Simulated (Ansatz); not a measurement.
**What strain does to BN (F-43m)**

A 2-atom cell of BN started from a crystallographic database, relaxed with r2SCAN in Ansatz 0.2.0. Space group F-43m (No. 216), cubic; conventional cell a = 3.610 Å, 5.88 Å³ an atom. B has 4 N at 1.56 Å; N has 4 B at 1.56 Å.

The axes x, y and z are those of this cell:
```
CELL_PARAMETERS angstrom
0.00000 1.80482 1.80482
1.80482 0.00000 1.80482
1.80482 1.80482 0.00000
ATOMIC_POSITIONS crystal
B 0.00000 0.00000 0.00000
N 0.25000 0.25000 0.25000
```

Unstrained: With PBE the valence top lies at Γ and the conduction bottom at X, 4.477 eV higher; the smallest vertical gap, at Γ, is 8.852 eV. r2SCAN gives an indirect gap of 5.003 eV, from Γ to X; the least direct gap is 9.587 eV at Γ. With HSE06 the valence top lies at Γ and the conduction bottom at X, 5.794 eV higher; the smallest vertical gap, at Γ, is 10.592 eV. Meshes: PBE 12×12×12, r2SCAN 12×12×12, HSE06 8×8×8. Strains are changes of length per length. After each strain the atoms were relaxed again with r2SCAN within the symmetry that the strain leaves, so tilts or polar shifts that break it weren't tested; points keep the names that they have in the unstrained zone. Calculated for a static, non-magnetic cell.

Changes of the least gap in eV (an overlap counts as a negative gap):

| strain | volume change (%) | space group | PBE | r2SCAN | HSE06 | energy rise, r2SCAN (meV/atom) |
| --- | --- | --- | --- | --- | --- | --- |
| isotropic +1.91 % on every length | +5.8 | F-43m | -0.065 | -0.076 | -0.079 | 22.4 |
| biaxial -2.9 % in x and y, z held | -5.7 | I-4m2 | -0.224 | -0.215 | -0.214 | 32.8 |

Isotropic +1.91 % on every length. HSE06: the gap goes from 5.794 to 5.715 eV (-0.079 eV). Stress change with r2SCAN, compression positive: xx -20.05, yy -20.05, zz -20.05 GPa. For HSE06, dE_g/d ln V = -1.4 eV over this step.

Biaxial -2.9 % in x and y, z held. HSE06: the gap goes from 5.794 to 5.580 eV (-0.214 eV); with r2SCAN the top three valence levels at Γ, degenerate before, become 2+1 from the top over 325 meV. Stress change with r2SCAN, compression positive: xx +32.68, yy +32.68, zz +11.63 GPa.

The meshes of the hybrids are coarse, so their gaps aren't converged to the digits shown.

The splittings at Γ are without spin-orbit coupling, which regroups them where it is of like size or larger.
